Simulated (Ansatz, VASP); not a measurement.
# Ba in VASP and in Ansatz

```
CELL_PARAMETERS angstrom
7.30602 0.00000 0.00000
-3.65301 6.32720 0.00000
0.00000 0.00000 4.35836
ATOMIC_POSITIONS crystal
Ba 0.00000 0.00000 0.00000
Ba 0.33333 0.66667 0.50000
Ba 0.66667 0.33333 0.50000
```

The cell was built by a generator and needn't be a form met in nature.

Alike in both runs: functional BLYP; k mesh 5 × 5 × 7; occupations fermi-dirac, width 0.1 eV; no spin polarisation.

Ansatz relaxed the structure, and its values are those at the end. VASP's run is a single point on that final structure, the one shown.

|  | VASP | Ansatz |
| --- | --- | --- |
| version | VASP 6.6.1 | Ansatz 0.2.0 |
| potentials or method | VASP PAW PBE potentials, release 64 (Ba_sv) | plane waves (420 eV) with PAW, scalar-relativistic |
| plane-wave cutoff (eV) | 520 | 420 |
| valence electrons in the cell | 30 | 30 |

|  | VASP | Ansatz | Ansatz less VASP |
| --- | --- | --- | --- |
| pressure (GPa) | 0.1 | 0.0 | -0.04 |

Caveats: the PAW data sets were made with another functional, which shifts forces and pressure a little (VASP). The runs have no spin-orbit coupling, so splittings on Ba are missing.
